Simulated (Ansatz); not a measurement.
CsI:
```xyz
2
Lattice="4.6663 0.0000 0.0000 0.0000 4.6663 0.0000 0.0000 0.0000 4.6663" Properties=species:S:1:pos:R:3 pbc="T T T"
Cs     0.0000     0.0000     0.0000
I      2.3331     2.3331     2.3331
```

Relaxed with PBE.

Q: Decompose the optical modes at the zone centre into irreducible representations, and say which are infrared and Raman allowed.

A: Point group m-3m: Γ_opt = T1u. Infrared: T1u. Raman: none.

Q: Assign frequencies (DFPT, the program Ansatz at the PBE level (PAW); without the LO–TO term).

A: T1u 47 cm⁻¹.

Space group Pm-3m (CsCl type). The PBE relaxation kept the symmetry of its start; phonons on a q-mesh show no instability. Spin–orbit coupling is left out wherever it is not named.

Potentials: the later of the program's two PAW sets.
